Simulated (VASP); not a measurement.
# AsH₃: convergence, relaxation of the atoms

AsH₃, molecule in box, 4 atoms in the cell. PBE, relaxation of the atoms; PAW potentials As, H (PBE set). VASP 6.6.1.

Wanted: energy within 1 meV/atom; two shortest distances of each atom within 0.01 Å.

POSCAR:
```
AsH3
1.0
   12.0000000000      0.0000000000      0.0000000000
    0.0000000000     11.0000000000      0.0000000000
    0.0000000000      0.0000000000     11.0000000000
As H
1 3
Direct
    0.4924150000      0.5511500000      0.4581100000
    0.5300380000      0.5646500000      0.5866030000
    0.4163030000      0.4411720000      0.4953340000
    0.5879270000      0.4643270000      0.4205170000
```

The series start from Force threshold EDIFFG (eV/Å): -0.02; Electronic threshold EDIFF (eV): 1e-6; Relaxation method: conjugate gradient, POTIM 0.5; Mixing and least electronic steps: default. Each series keeps the choices made before it, and each single choice may use up half of a tolerance.

## Force threshold EDIFFG (eV/Å)

| Force threshold EDIFFG (eV/Å) | Energy less reference (meV/atom) | Two shortest distances of each atom, largest deviation (Å) | Time (s) |
|---|---|---|---|
| -0.1 | 0.0 | 0.007 | 25 |
| -0.05 | 0.0 | 0.007 | 32 |
| -0.03 | 0.0 | 0.005 | 40 |
| -0.02 | 0.0 | 0.005 | 21 |
| -0.01 | 0.0 | 0.000 | 40 |
| -0.005 | 0.0 | 0.000 | 42 |
| -0.002 (reference) | 0.0 | 0.000 | 41 |

Chosen: -0.01, the loosest value from which every tighter one stays within half of the tolerance.

## Electronic threshold EDIFF (eV)

| Electronic threshold EDIFF (eV) | Energy less reference (meV/atom) | Two shortest distances of each atom, largest deviation (Å) | Time (s) |
|---|---|---|---|
| 0.001 | 0.0 | 0.000 | 12 |
| 0.0001 | 0.0 | 0.001 | 14 |
| 1e-5 | 0.0 | 0.001 | 16 |
| 1e-6 | 0.0 | 0.000 | 40 |
| 1e-7 (reference) | 0.0 | 0.000 | 26 |

Chosen: 0.001.

## Relaxation method

| Relaxation method | Energy less reference (meV/atom) | Two shortest distances of each atom, largest deviation (Å) | SCF iterations | Time (s) |
|---|---|---|---|---|
| conjugate gradient, POTIM 0.5 | 0.0 | 0.000 | 36 | 12 |
| conjugate gradient, POTIM 0.2 | 0.0 | 0.001 | 41 | 12 |
| conjugate gradient, POTIM 1.0 | 0.0 | 0.001 | 42 | 13 |
| quasi-Newton, POTIM 0.5 | 0.1 | 0.002 | 24 | 6.4 |
| quasi-Newton, POTIM 0.3, 10 steps kept | 0.0 | 0.001 | 27 | 8.4 |
| quasi-Newton, POTIM 0.5, at least 5 electronic steps | 0.0 | 0.002 | 40 | 10 |
| damped dynamics, POTIM 0.2, SMASS 0.4 | 0.0 | 0.000 | 51 | 17 |
| damped dynamics, POTIM 0.4, SMASS 0.8 | 0.0 | 0.001 | 40 | 14 |
| velocity quench, POTIM 0.1 | 0.0 | 0.002 | 34 | 14 |

Chosen: quasi-Newton, POTIM 0.5, the fastest of those that stay within half of the tolerance.

## Mixing and least electronic steps

| Mixing and least electronic steps | Energy less reference (meV/atom) | Two shortest distances of each atom, largest deviation (Å) | SCF iterations | Time (s) |
|---|---|---|---|---|
| default | 0.0 | 0.000 | 24 | 6.4 |
| MAXMIX 40 | 0.0 | 0.001 | 24 | 7.4 |
| NELMIN 4 | -0.1 | 0.001 | 35 | 16 |
| NELMIN 4, MAXMIX 40 | -0.1 | 0.001 | 35 | 18 |
| ALGO Fast | -0.1 | 0.001 | 28 | 13 |

Chosen: default; no other choice that stays within half of the tolerance saves 30 % of the time.

## All choices together

| Input | Energy less reference (meV/atom) | Two shortest distances of each atom, largest deviation (Å) | Time (s) |
|---|---|---|---|
| program defaults (naive) | 0.0 | 0.006 | 9.5 |
| chosen settings | 0.1 | 0.003 | 6.4 |
| reference settings throughout | 0.0 | 0.000 | 32 |

The tolerance is met.

Values of the reference run: Two shortest distances of each atom: 1.543, 1.543, 1.543, 1.543, 1.543, 2.198, 2.198, 2.198 A.

## The input

INCAR:
```
ALGO = Normal
EDIFF = 0.001
EDIFFG = -0.01
ENCUT = 250
IBRION = 1
ISIF = 2
ISMEAR = 0
ISYM = 0
KPAR = 1
LASPH = True
LCHARG = False
LREAL = False
LWAVE = False
NELM = 100
NSW = 150
POTIM = 0.5
PREC = Normal
SIGMA = 0.01
```

KPOINTS:
```
k-points
0
Gamma
  1 1 1
```

Commands:
```
cat potpaw_PBE.64/As/POTCAR potpaw_PBE.64/H/POTCAR > POTCAR
mpirun -np 4 vasp_gam > vasp.out
```

The naive input happens to agree within the tolerance here, in 9.5 s.

The chosen input took VASP 6.6.1 6.4 s on 4 cores (Intel Xeon Platinum 8488C (Sapphire Rapids)), a shared host.

## An input that fails: ionic step far too long

What the run shows: internal error in: us.F  at line: 1398 internal ERROR SETYLM_AUG: -8 85 2014 88 -9 84 84 If you are not a developer, you should not encounter this problem. Please submit a bug report.

Changes against the starting input:
```
- NELM = 100
- IBRION = 2
- NSW = 150
- POTIM = 0.5
+ NELM = 60
+ IBRION = 3
+ NSW = 30
+ POTIM = 5.0
+ SMASS = 0.4
```
